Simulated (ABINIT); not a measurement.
The system is Pb.

```xyz
1
Lattice="0.0000 2.4750 2.4750 2.4750 0.0000 2.4750 2.4750 2.4750 0.0000" Properties=species:S:1:pos:R:3 pbc="T T T"
Pb    0.0000    0.0000    0.0000
```

Program: ABINIT 10.8.3 (patched build). Alike in all runs: task band structure; cell as given; k mesh 9 × 9 × 9; smearing fermi-dirac 0.05 eV. Hardware: 1 thread of Intel(R) Xeon(R) 6975P-C (Granite Rapids) (shared host).

Question: Order these runs on this cell by their wall time, lowest first.
A. level r2SCAN; potentials or basis SPMS NC PBE v1.0; spin off; cutoff (eV) 707
B. level revPBE; potentials or basis JTH PAW PBE v2.0; spin off; cutoff (eV) 463; fine-grid cutoff 925.187 eV
C. level LDA-PZ; potentials or basis JTH PAW LDA v2.0; spin SOC, no magnetisation; cutoff (eV) 463; fine-grid cutoff 925.187 eV

Answer: B (28 s), C (120 s), A (260 s).

Caveats: a meta-GGA on potentials with a model core is unreliable (some runs).

Runs at the PBE level aren't shown here.
